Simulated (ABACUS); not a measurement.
Crystal: Ta2N.

```
Ta N
1.0
     3.11286    0.00000    0.00000
    -1.55643    2.69582    0.00000
     0.00000    0.00000    4.86984
Ta N
2 1
Cartesian
  0.0000 1.7972 1.2404
  1.5564 0.8986 3.6294
  0.0000 0.0000 0.0000
```

The cell comes from a database or a generator and needn't be the stable form of this composition.

* Program: ABACUS 3.10.1
* Task: single point
* Functional: PBE
* Potentials or basis: PseudoDojo NC SR 0.4.1 PBE standard
* Cutoff: 1361 eV
* Density cutoff: 5442 eV
* Basis: DZP LCAO (the cutoffs set its grid)
* k mesh: 10 × 10 × 6
* Occupations: fermi-dirac, width 0.05 eV
* Spin: no spin polarisation

On this cell: pressure -0.7 GPa; largest force 0.127 eV/Å; band gap on the k mesh none (metal or under the smearing width).

The same run follows on a disturbed copy (atoms moved at random, drawn with an rms of 0.05 Å):

```xyz
3
Lattice="3.1129 0.0000 0.0000 -1.5564 2.6958 0.0000 0.0000 0.0000 4.8698" Properties=species:S:1:pos:R:3 pbc="T T T"
Ta   -0.0066    1.7615    1.2238
Ta    1.6174    0.9226    3.6193
N    -0.0143    0.0159    0.0193
```

Question: What does the disturbed cell give?

Answer: The energy (extrapolated to zero smearing) moves by +10.7 meV/atom; pressure 0.0 GPa; largest force 0.793 eV/Å; band gap on the k mesh none (metal or under the smearing width).

Forces in eV/Å, atoms in the order of the input:
```
Ta  -0.054  0.378  0.478
Ta  -0.450  0.008 -0.004
N    0.504 -0.386 -0.475
```

Stress tensor (GPa, compression positive):
```
-0.37  0.11  1.00
 0.11 -0.17  1.19
 1.00  1.19  0.52
```

Caveats: the atomic orbitals were generated for these runs and aren't a published set; the basis of atomic orbitals isn't converged, which shifts pressures, moduli and gaps.
